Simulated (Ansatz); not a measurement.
## Co (diamond): energy against volume

Theory: DFT, RPBE, plane waves (420 eV) with PAW, scalar-relativistic (Ansatz 0.2.0). The PAW files were generated under PBE, with cores re-solved for the functional.

The cell is scaled uniformly from the relaxed one, with fractional coordinates and shape fixed. Energies are extrapolated to zero smearing, pressures are those at the given smearing. Magnetic state: ferromagnetic.

A Birch-Murnaghan fit gives V₀ = 16.94 Å³/atom, B₀ = 91 GPa, B₀′ = 5.0.

Question: What are the energy above the minimum and the pressure at 14.929 Å³/atom?

Answer: 87.7 meV/atom and 15.45 GPa as computed.

Question: What are the energy above the minimum and the pressure at 16.287 Å³/atom?

Answer: 7.8 meV/atom and 3.97 GPa as computed.

Question: What are the energy above the minimum and the pressure at 19.001 Å³/atom?

Answer: 56.9 meV/atom and -7.91 GPa as computed.
